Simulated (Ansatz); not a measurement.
Reactions of H₄S₃Sn (`[SH][SnH]([SH])[SH]`).

Computed with Ansatz on PBE0-D4/def2-TZVP structures; ΔE is electronic, products minus reactants. CBS: MP2 limit from def2 TZ/QZ plus the TZ coupled-cluster correction, frozen cores. This one scheme is used for every species, atoms too. DFT in def2-TZVPP. Open shells (•) are unrestricted, without spin–orbit coupling. Spin–orbit coupling would lower the free atoms: a little for F, S; strongly for Sn. def2 core potentials past Kr. For Sn outer-core shells are correlated without core-valence functions, so the limit isn't a true one: a few kJ/mol of doubt a bond, and 10 to 20 or more in all where bonds break to atoms. Each species was taken in one conformer, which may not be the lowest.

| reaction | r2SCAN-D4 (kcal/mol) | CCSD(T)/CBS(def2) (kcal/mol) |
| --- | --- | --- |
| `[SH][SnH]([SH])[SH]` + H₂ → `[SH][SnH2][SH]` + H₂S | 12.3 | 12.3 |
| `[SH][SnH]([SH])[SH]` → H₂S + `[SH][Sn][SH]` | 6.8 | 8.1 |
| `[SH][SnH]([SH])[SH]` + `F[C](F)F`• → `[SH][Sn]([SH])[SH]`• + `FC(F)F` | -39.4 | -39.6 |
| `[SH][SnH]([SH])[SH]` → H• + `[SH][Sn]([SH])[SH]`• | 67.6 | 74.9 |
| `[SH][SnH]([SH])[SH]` + F• → `[SH][Sn]([SH])[SH]`• + H–F | -69.9 | -67.6 |
| `[SH][SnH]([SH])[SH]` → 4 H• + 3 S• + Sn• | 517.0 | 520.0 |

Largest T1 diagnostic: 0.017, for `[SH][Sn]([SH])[SH]`•.
